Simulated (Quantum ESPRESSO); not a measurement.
# Mo (Im-3m) in Quantum ESPRESSO: a series of runs

Aim: see how the results for Mo move with the level of theory and the settings. Levels: PBE, PBEsol, BLYP, PW91. Tasks: phonons.

All numbers are computed with Quantum ESPRESSO 7.5; they aren't measurements. Logs are shortened: lines on timing, memory, paths and dates and some standing lists are left out, and cuts for length are marked.

### Step 1. The structure

Symmetry: Im-3m, No. 229, cubic system. Conventional cell: a = 3.168 Å, b = 3.168 Å, c = 3.168 Å, α = 90.00°, β = 90.00°, γ = 90.00°. Mo (site symmetry m-3m) is surrounded by 8 Mo at 2.74 Å.

### Step 2. Phonons, PBE

File pw.in:

```
&CONTROL
  calculation = 'scf'
  prefix = 'pwscf'
  outdir = './tmp'
  pseudo_dir = './pseudo'
  tprnfor = .true.
  tstress = .true.
  disk_io = 'low'
/
&SYSTEM
  ibrav = 0
  nat = 1
  ntyp = 1
  ecutwfc = 45
  ecutrho = 360
  nbnd = 13
  occupations = 'smearing'
  smearing = 'mv'
  degauss = 0.01469973
/
&ELECTRONS
  conv_thr = 2d-10
  electron_maxstep = 120
  mixing_beta = 0.5
/
ATOMIC_SPECIES
Mo    95.9500 mo_pbe_v1.uspp.F.UPF
CELL_PARAMETERS bohr
  -2.9929651906    2.9929651906    2.9929651906
   2.9929651906   -2.9929651906    2.9929651906
   2.9929651906    2.9929651906   -2.9929651906
ATOMIC_POSITIONS bohr
Mo     0.0000000000    0.0000000000    0.0000000000
K_POINTS automatic
10 10 10 0 0 0
```

File relax.in:

```
&CONTROL
  calculation = 'vc-relax'
  prefix = 'pwscf'
  outdir = './tmp'
  pseudo_dir = './pseudo'
  tprnfor = .true.
  tstress = .true.
  disk_io = 'low'
  nstep = 40
  forc_conv_thr = 0.0001
  etot_conv_thr = 1d-06
/
&SYSTEM
  ibrav = 0
  nat = 1
  ntyp = 1
  ecutwfc = 45
  ecutrho = 360
  nbnd = 13
  occupations = 'smearing'
  smearing = 'mv'
  degauss = 0.01469973
/
&ELECTRONS
  conv_thr = 2d-10
  electron_maxstep = 120
  mixing_beta = 0.5
/
&IONS
  ion_dynamics = 'bfgs'
/
&CELL
  cell_dynamics = 'bfgs'
  press = 0
  press_conv_thr = 0.2
/
ATOMIC_SPECIES
Mo    95.9500 mo_pbe_v1.uspp.F.UPF
CELL_PARAMETERS bohr
  -2.9929651906    2.9929651906    2.9929651906
   2.9929651906   -2.9929651906    2.9929651906
   2.9929651906    2.9929651906   -2.9929651906
ATOMIC_POSITIONS bohr
Mo     0.0000000000    0.0000000000    0.0000000000
K_POINTS automatic
10 10 10 0 0 0
```

File scf2.in:

```
&CONTROL
  calculation = 'scf'
  prefix = 'pwscf'
  outdir = './tmp'
  pseudo_dir = './pseudo'
  tprnfor = .true.
  tstress = .true.
  disk_io = 'low'
/
&SYSTEM
  ibrav = 0
  nat = 1
  ntyp = 1
  ecutwfc = 45
  ecutrho = 360
  nbnd = 13
  occupations = 'smearing'
  smearing = 'mv'
  degauss = 0.01469973
/
&ELECTRONS
  conv_thr = 1d-13
  electron_maxstep = 120
  mixing_beta = 0.5
  startingpot = 'file'
  startingwfc = 'file'
/
ATOMIC_SPECIES
Mo    95.9500 mo_pbe_v1.uspp.F.UPF
CELL_PARAMETERS bohr
  -2.9820904117    2.9820904117    2.9820904117
   2.9820904117   -2.9820904117    2.9820904117
   2.9820904117    2.9820904117   -2.9820904117
ATOMIC_POSITIONS bohr
Mo     0.0000000000    0.0000000000    0.0000000000
K_POINTS automatic
10 10 10 0 0 0
```

File ph.in:

```
phonons of Mo
&INPUTPH
  prefix = 'pwscf'
  outdir = './tmp'
  tr2_ph = 1d-18
  fildyn = 'dyn'
  niter_ph = 90
  alpha_mix(1) = 0.4
/
0.4330127019 0.4330127019 0.0000000000
```

Potentials or basis: GBRV 1.5 PBE.

On the command line:

```console
$ OMP_NUM_THREADS=1 pw.x -in pw.in > pw.out
$ OMP_NUM_THREADS=1 pw.x -in relax.in > relax.out
$ OMP_NUM_THREADS=1 pw.x -in scf2.in > scf2.out
$ OMP_NUM_THREADS=1 ph.x -in ph.in > ph.out
```

pw.out:

```text
This program is part of the open-source Quantum ESPRESSO suite
     for quantum simulation of materials; please cite
[... 9 lines left out ...]
     --------------------
     sticks:   dense  smooth     PW     G-vecs:    dense   smooth      PW
     Sum         727     363    139                12479     4321    1061

     Using Slab Decomposition

     bravais-lattice index     =            0
     lattice parameter (alat)  =       5.1840  a.u.
     unit-cell volume          =     107.2420 (a.u.)^3
     number of atoms/cell      =            1
     number of atomic types    =            1
     number of electrons       =        14.00
     number of Kohn-Sham states=           13
     kinetic-energy cutoff     =      45.0000  Ry
     charge density cutoff     =     360.0000  Ry
     scf convergence threshold =      2.0E-10
     mixing beta               =       0.5000
     number of iterations used =            8  plain     mixing
     Exchange-correlation= SLA  PW   PBE  PBE
                           (   1   4   3   4   0   0   0)

     celldm(1)=   5.183968  celldm(2)=   0.000000  celldm(3)=   0.000000
     celldm(4)=   0.000000  celldm(5)=   0.000000  celldm(6)=   0.000000

     crystal axes: (cart. coord. in units of alat)
               a(1) = (  -0.577350   0.577350   0.577350 )
               a(2) = (   0.577350  -0.577350   0.577350 )
               a(3) = (   0.577350   0.577350  -0.577350 )

     reciprocal axes: (cart. coord. in units 2 pi/alat)
               b(1) = ( -0.000000  0.866025  0.866025 )
               b(2) = (  0.866025 -0.000000  0.866025 )
               b(3) = (  0.866025  0.866025  0.000000 )

     PseudoPot. # 1 for Mo read from file:
     mo_pbe_v1.uspp.F.UPF
     Pseudo is Ultrasoft + core correction, Zval = 14.0
     Generated by new atomic code, or converted to UPF format
     Using radial grid of  889 points,  6 beta functions with:
                l(1) =   0
                l(2) =   0
                l(3) =   1
                l(4) =   1
                l(5) =   2
                l(6) =   2
     Q(r) pseudized with  6 coefficients,  rinner =    1.000   1.000   1.000
                                                       1.000   1.000

     atomic species   valence    mass     pseudopotential
     Mo               14.00    95.95000     Mo( 1.00)

     48 Sym. Ops., with inversion, found

   Cartesian axes

     site n.     atom                  positions (alat units)
         1        Mo     tau(   1) = (   0.0000000   0.0000000   0.0000000  )

     number of k points=    47  Marzari-Vanderbilt smearing, width (Ry)=  0.0147
                       cart. coord. in units 2pi/alat
        k(    1) = (   0.0000000   0.0000000   0.0000000), wk =   0.0020000
        k(    2) = (   0.0866025   0.0866025   0.0000000), wk =   0.0240000
        k(    3) = (   0.1732051   0.1732051   0.0000000), wk =   0.0240000
        k(    4) = (   0.2598076   0.2598076   0.0000000), wk =   0.0240000
        k(    5) = (   0.3464102   0.3464102   0.0000000), wk =   0.0240000
        k(    6) = (  -0.4330127  -0.4330127   0.0000000), wk =   0.0120000
[... 39 lines left out ...]
        k(   46) = (  -0.8660254  -0.0866025  -0.0866025), wk =   0.0240000
        k(   47) = (  -0.8660254  -0.8660254  -0.8660254), wk =   0.0020000

     Dense  grid:    12479 G-vectors     FFT dimensions: (  32,  32,  32)

     Smooth grid:     4321 G-vectors     FFT dimensions: (  24,  24,  24)

     Initial potential from superposition of free atoms

     starting charge      13.9989, renormalised to      14.0000
     Starting wfcs are   13 randomized atomic wfcs

     Self-consistent Calculation

     iteration #  1     ecut=    45.00 Ry     beta= 0.50
     Davidson diagonalization with overlap
     ethr =  1.00E-02,  avg # of iterations =  3.9

     Threshold (ethr) on eigenvalues was too large:
     Diagonalizing with lowered threshold

     Davidson diagonalization with overlap
     ethr =  2.89E-04,  avg # of iterations =  1.7

     total energy              =    -139.33049033 Ry
     estimated scf accuracy    <       0.04124818 Ry

     iteration #  2     ecut=    45.00 Ry     beta= 0.50
     Davidson diagonalization with overlap
     ethr =  2.95E-04,  avg # of iterations =  1.9

     total energy              =    -139.33806348 Ry
     estimated scf accuracy    <       0.00123374 Ry

     iteration #  3     ecut=    45.00 Ry     beta= 0.50
     Davidson diagonalization with overlap
     ethr =  8.81E-06,  avg # of iterations =  2.5

     total energy              =    -139.33813494 Ry
     estimated scf accuracy    <       0.00027556 Ry
[... 12 lines left out ...]
     total energy              =    -139.33814264 Ry
     estimated scf accuracy    <       0.00000019 Ry

     iteration #  6     ecut=    45.00 Ry     beta= 0.50
     Davidson diagonalization with overlap
     ethr =  1.35E-09,  avg # of iterations =  2.0

     total energy              =    -139.33814270 Ry
     estimated scf accuracy    <          3.3E-09 Ry

     iteration #  7     ecut=    45.00 Ry     beta= 0.50
     Davidson diagonalization with overlap
     ethr =  2.32E-11,  avg # of iterations =  2.4

     End of self-consistent calculation

          k = 0.0000 0.0000 0.0000 (   555 PWs)   bands (ev):

   -40.3143 -13.6108 -13.6108 -13.6108  13.7964  19.6511  19.6511  19.6511
    22.6103  22.6103  35.7068  35.7068  35.7068

          k = 0.0866 0.0866 0.0000 (   557 PWs)   bands (ev):

   -40.2912 -13.7457 -13.6526 -13.6117  14.2206  19.4163  19.6010  20.0539
    22.3016  22.6198  35.9934  36.4235  36.4654

          k = 0.1732 0.1732 0.0000 (   547 PWs)   bands (ev):

   -40.2301 -14.0898 -13.7607 -13.6141  15.2613  18.8577  19.4046  21.2071
    22.0208  22.6896  36.1243  37.3393  38.3985

          k = 0.2598 0.2598 0.0000 (   549 PWs)   bands (ev):

   -40.1538 -14.4993 -13.8917 -13.6174  16.0058  18.2531  19.8058  22.2667
    22.8741  22.9185  34.9075  35.9123  41.2365

          k = 0.3464 0.3464 0.0000 (   547 PWs)   bands (ev):

   -40.0913 -14.8189 -13.9956 -13.6201  15.9000  17.8161  21.3641  22.6552
    23.1213  24.7258  33.4542  33.5347  39.4774

          k =-0.4330-0.4330 0.0000 (   546 PWs)   bands (ev):

   -40.0672 -14.9385 -14.0349 -13.6212  15.7572  17.6593  22.5244  22.6313
    23.2456  25.6100  32.3480  32.8643  38.0670

          k = 0.1732 0.0866 0.0866 (   556 PWs)   bands (ev):

   -40.2491 -13.9821 -13.7001 -13.6441  14.9785  19.1396  19.2574  20.9255
    21.9117  22.7615  36.5308  37.1728  37.4955

          k = 0.2598 0.1732 0.0866 (   549 PWs)   bands (ev):

   -40.1803 -14.3344 -13.8314 -13.6596  16.0347  18.5718  19.0558  21.8375
    22.5095  23.0082  35.9920  36.8327  39.1318

          k = 0.3464 0.2598 0.0866 (   548 PWs)   bands (ev):

   -40.1108 -14.6694 -13.9752 -13.6660  16.3107  18.0607  19.9192  22.2494
    23.2250  24.5049  34.1883  34.9392  39.6596
[... 58 lines left out ...]
   -40.0566 -14.6700 -14.2119 -13.8585  17.2604  17.9510  19.5903  22.9841
    23.3176  28.9994  31.4087  33.4671  35.3216

          k = 0.0000-0.0866 0.2598 (   558 PWs)   bands (ev):

   -40.2093 -14.0915 -13.8052 -13.7180  15.6344  19.2214  19.4599  21.0066
    21.0709  23.2882  36.8900  37.5277  38.8785

          k = 0.5196 0.3464 0.3464 (   547 PWs)   bands (ev):

   -40.0474 -14.4596 -14.4596 -13.8995  17.3639  18.7990  18.7990  23.2207
    23.2207  30.6436  31.3388  31.3388  35.5447

          k =-0.0000-0.1732 0.3464 (   544 PWs)   bands (ev):

   -40.1350 -14.4803 -13.9383 -13.7161  16.3792  18.6564  19.3342  21.5049
    22.7917  23.5827  35.0845  36.5738  40.6141

          k = 0.0866-0.0866 0.3464 (   550 PWs)   bands (ev):

   -40.1443 -14.3509 -13.9350 -13.7847  16.5666  18.7916  19.3372  20.8031
    22.2983  23.7305  35.8468  37.4567  39.8020

          k = 0.0000-0.2598 0.4330 (   545 PWs)   bands (ev):

   -40.0742 -14.7860 -14.0439 -13.7133  16.2432  18.2406  20.0460  22.0485
    24.4098  24.6277  33.3235  34.7495  38.6998

          k = 0.0866-0.1732 0.4330 (   553 PWs)   bands (ev):

   -40.0786 -14.6303 -14.0884 -13.7962  16.9024  18.3655  19.3133  21.4401
    23.4953  25.0025  34.1614  36.2964  39.0532
[... 23 lines left out ...]
   -40.0599 -14.6120 -14.0632 -14.0632  17.9632  17.9632  18.7980  23.2236
    23.2236  29.2324  31.9426  33.7705  33.7705

          k = 0.4330 0.4330 0.3464 (   538 PWs)   bands (ev):

   -40.0500 -14.4861 -14.2592 -14.0783  17.9685  18.0827  19.0321  23.2824
    23.3539  30.5293  30.8805  32.9574  33.4307

          k = 0.0000 0.0000 0.3464 (   554 PWs)   bands (ev):

   -40.1543 -14.1589 -13.9199 -13.9199  16.5137  19.4427  19.9262  19.9262
    21.1007  23.8218  36.8257  38.1501  39.8188

          k =-0.0000-0.0866 0.4330 (   550 PWs)   bands (ev):

   -40.0855 -14.4365 -14.0586 -13.9635  17.1744  18.3905  19.7775  20.7249
    22.5227  24.3697  35.4551  38.1155  39.2617

          k = 0.0000-0.1732 0.5196 (   550 PWs)   bands (ev):

   -40.0293 -14.6991 -14.1684 -13.9524  16.9009  18.3716  19.4613  21.1989
    24.3838  25.8896  33.5936  36.8625  37.0115

          k = 0.0866-0.0866 0.5196 (   544 PWs)   bands (ev):

   -40.0261 -14.5864 -14.2312 -14.0186  17.4833  17.5384  19.9608  21.3326
    23.4743  25.7911  34.5912  36.4380  38.3811

          k =-0.8660-0.2598-0.2598 (   546 PWs)   bands (ev):

   -40.0077 -14.7998 -14.2099 -13.9459  16.6581  18.5557  19.3376  21.1542
    25.3423  27.4832  31.7526  35.7785  36.6363

          k =-0.7794-0.1732-0.2598 (   544 PWs)   bands (ev):

   -39.9891 -14.6941 -14.3556 -14.0152  16.9890  17.7113  19.5803  21.9517
    24.4237  28.3275  32.1645  34.3211  38.5637

          k =-0.6928-0.1732-0.1732 (   547 PWs)   bands (ev):

   -39.9738 -14.5703 -14.5703 -14.0175  17.2565  17.2565  19.3202  23.5085
    23.5085  31.2489  31.3795  31.3795  40.1871

          k =-0.0000-0.0000 0.5196 (   546 PWs)   bands (ev):

   -40.0237 -14.4373 -14.2038 -14.2038  17.4037  17.4495  21.0662  21.0662
    22.6501  25.1301  36.4005  37.2206  37.2206

          k = 0.0000-0.0866 0.6062 (   541 PWs)   bands (ev):

   -39.9732 -14.5918 -14.3187 -14.2367  16.7582  17.1334  21.2969  21.7296
    24.1230  26.8432  33.8465  34.8748  38.1028

          k =-0.8660-0.1732-0.1732 (   542 PWs)   bands (ev):

   -39.9538 -14.6729 -14.3621 -14.2256  16.5058  16.9994  21.2520  21.8791
    25.1139  29.0215  31.1630  33.6507  39.1023

          k =-0.7794-0.0866-0.1732 (   535 PWs)   bands (ev):

   -39.9403 -14.5986 -14.4745 -14.2614  16.4177  16.6135  21.3987  23.2437
    24.4631  29.1165  31.9369  32.3206  39.7776

          k = 0.0000 0.0000 0.6928 (   534 PWs)   bands (ev):

   -39.9275 -14.5260 -14.4375 -14.4375  16.1261  16.3545  23.1363  23.1363
    24.1826  27.9229  32.5778  32.5778  39.1801

          k =-0.8660-0.0866-0.0866 (   536 PWs)   bands (ev):

   -39.9100 -14.5682 -14.4824 -14.4452  15.9243  16.0088  23.4965  23.7431
    24.9359  29.7325  30.4164  31.3072  40.6272

          k =-0.8660-0.8660-0.8660 (   490 PWs)   bands (ev):

   -39.8929 -14.5273 -14.5273 -14.5273  15.6685  15.6685  24.8698  24.8698
    24.8698  29.8987  29.8987  29.8987  40.2904

     the Fermi energy is    21.0824 ev

!    total energy              =    -139.33814270 Ry
     estimated scf accuracy    <          6.9E-11 Ry
     smearing contrib. (-TS)   =      -0.00042746 Ry
     internal energy E=F+TS    =    -139.33771524 Ry

     The total energy is F=E-TS. E is the sum of the following terms:
     one-electron contribution =     -18.77966144 Ry
     hartree contribution      =      17.94920851 Ry
     xc contribution           =     -19.34621120 Ry
     ewald contribution        =    -119.16105111 Ry

     convergence has been achieved in   7 iterations

     Forces acting on atoms (cartesian axes, Ry/au):

     atom    1 type  1   force =     0.00000000    0.00000000    0.00000000

     Total force =     0.000000     Total SCF correction =     0.000000

     Computing stress (Cartesian axis) and pressure

          total   stress  (Ry/bohr**3)                   (kbar)     P=      -27.19
  -0.00018483   0.00000000   0.00000000          -27.19        0.00        0.00
   0.00000000  -0.00018483   0.00000000            0.00      -27.19        0.00
   0.00000000   0.00000000  -0.00018483            0.00        0.00      -27.19

=------------------------------------------------------------------------------=
   JOB DONE.
=------------------------------------------------------------------------------=
```

It took 3.1 min on 1 thread of Arm Neoverse V1, shared host; peak memory 0.08 GiB.

Results:

| Item | Value |
| --- | --- |
| Free energy | -1895.7930 eV |
| Relaxed volume | 15.72 Å³/atom |
| Relaxed cell | a = 2.733 Å, b = 2.733 Å, c = 2.733 Å, α = 109.47°, β = 109.47°, γ = 109.47° |
| Space group after relaxing (to 0.05 Å) | Im-3m (No. 229) |
| Pressure after relaxing | 0.0 GPa |
| Band gap on the k mesh | none (metal or under the smearing width) |
| Highest phonon frequency at the q point run | 255 cm⁻¹ |

Step by step:
```
step  energy change (eV)  largest force (eV/Å)  pressure (GPa)  volume (Å³)
   1              0.0000                0.0000           -2.72        15.89
   2             -0.0014                0.0000            0.79        15.67
   3             -0.0015                0.0000           -0.03        15.72
   4             -0.0015                0.0000            0.01        15.72
```

Final structure:
```yaml
crystal:
  lattice:
    - [-1.57805, 1.57805, 1.57805]
    - [1.57805, -1.57805, 1.57805]
    - [1.57805, 1.57805, -1.57805]
  atoms:
    - { symbol: Mo, position: [0.00000, 0.00000, 0.00000] }
```

Phonon frequencies in cm⁻¹ (negative: imaginary):
| q point | frequencies |
| --- | --- |
| (0.000, 0.000, 0.500) | 139 183 255 |

Phonon modes at q = (0.000, 0.000, 0.500) in reciprocal lattice units:
```tsv
mode	symmetry	cm⁻¹
1	B_1u	139
2	B_2u	183
3	B_3u	255
```

Caveat: the mesh is thin for the phonons of a metal.

(Part 1 of 4 ends here.)
